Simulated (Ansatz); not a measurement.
Starting structure, clean slab, lower half held (ZrN, Fm-3m (No. 225), (1 1 1) face):

```
CELL_PARAMETERS angstrom
3.24296 0.00000 0.00000
-1.62148 2.80849 0.00000
0.00000 0.00000 23.61967
ATOMIC_POSITIONS crystal
N 0.33333 0.66667 0.35987
Zr 0.66667 0.33333 0.41592
N 0.00000 0.00000 0.47197
Zr 0.33333 0.66667 0.52803
N 0.66667 0.33333 0.58408
Zr 0.00000 0.00000 0.64013
```

These are results of DFT r2SCAN, scalar-relativistic, plane waves, PAW in Ansatz 0.2.0, not measurements. Cutoff 500 eV; k points 9×9×1 on the computed 6-atom cell (Γ-centred); Gaussian smearing, width 0.10 eV; no spin polarisation. The cell repeats along c with a dipole correction in the vacuum.

Atoms 1, 2, 3 (counted from 1) are held. The cell is fixed. Force threshold 0.03 eV/Å.

Q: Where does it end?

A: The energy falls by 0.035 eV in 5 steps, to:

```
CELL_PARAMETERS angstrom
3.24296 0.00000 0.00000
-1.62148 2.80849 0.00000
0.00000 0.00000 23.61967
ATOMIC_POSITIONS crystal
N 0.33333 0.66667 0.35987
Zr 0.66667 0.33333 0.41592
N 0.00000 0.00000 0.47197
Zr 0.33333 0.66667 0.52985
N 0.66667 0.33333 0.58350
Zr 0.00000 0.00000 0.63861
```

Spin polarisation was left out, and a magnetic state may lie lower.